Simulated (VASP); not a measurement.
A run of VASP 6.6.1 is set up as follows.

Contents of INCAR:

```
SYSTEM = BaS
PREC     = Accurate       ! precision mode
ENCUT    = 520            ! plane-wave cutoff, eV
EDIFF    = 1E-7           ! SCF threshold, eV
ISMEAR   = 0              ! smearing method
SIGMA    = 0.013000000000000001 ! smearing width, eV
LREAL    = .False.        ! projectors in reciprocal space
LASPH    = .True.         ! aspherical terms in the spheres
NELM     = 60             ! most SCF steps
ALGO     = Normal         ! electronic algorithm
ISIF     = 2              ! what is computed and relaxed
LWAVE    = .False.        ! write WAVECAR
LCHARG   = .True.         ! write CHGCAR
GGA      = PE             ! functional
LELF     = .True.         ! ELF
LVHAR    = .True.
```

File KPOINTS:

```
regular mesh
0
Gamma
  7 7 7
  0 0 0
```

The input POSCAR:

```
BaS
1.0
    0.0000000000      3.1937500000      3.1937500000
    3.1937500000      0.0000000000      3.1937500000
    3.1937500000      3.1937500000      0.0000000000
Ba S
1 1
Direct
    0.0000000000      0.0000000000      0.0000000000
    0.5000000000      0.5000000000      0.5000000000
```

Potentials or basis: VASP PAW PBE potentials, release 64 (Ba_sv, S).

Run with:

```bash
$ cat potpaw_PBE.64/Ba_sv/POTCAR potpaw_PBE.64/S/POTCAR > POTCAR
$ mpirun -np 1 vasp_std > vasp.out
```

**Question.** Estimate the band gap on the k mesh.

**Answer.** 2.17 eV, indirect (least direct gap 2.31 eV).

**Question.** What does it give for the pressure?

**Answer.** 1.4 GPa.

Caveat: spin-orbit coupling is left out, which moves the levels of the heavy elements; an odd mesh through Γ misses points on the zone boundary, where band edges often lie.

The gap isn't set beside the measured one, since this odd mesh misses points on the zone boundary.
